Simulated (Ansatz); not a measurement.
## SnO₂: the gap under strain, fitted and tested

Plane-wave DFT in Ansatz, PBE, scalar-relativistic PAW potentials, cutoff 420 eV, no spin-orbit coupling; no spin polarisation. SnO₂ in space group P4_2/mnm. Uniaxial strain along c; a, b and atoms relaxed (conventional cell); Kohn–Sham gaps sought over the whole zone.

```csv
strain (%),space group,gap (eV)
-4.5,P4_2/mnm,?
-3.0,P4_2/mnm,0.904
-1.5,P4_2/mnm,0.793
+0.0,P4_2/mnm,0.681
+1.5,P4_2/mnm,0.569
+3.0,P4_2/mnm,0.463
+4.5,P4_2/mnm,0.364
```

Question: Fit the given gaps and predict the missing one.

Answer: Next to zero the slopes are -75 meV per % on the compressed side and -75 on the stretched side. No break shows at zero, so all given rows go into a parabola: E_g = 0.679 -0.0734 ε +0.00067 ε² eV (ε in %; scatter 2 meV). At -4.5 % this gives 1.023 eV; the run gave 1.012 eV, 11 meV away. The fit holds.

Cost: about 2.9 core-minutes for the runs cited, on AMD EPYC 7R13 Processor (Zen 3) (shared hosts).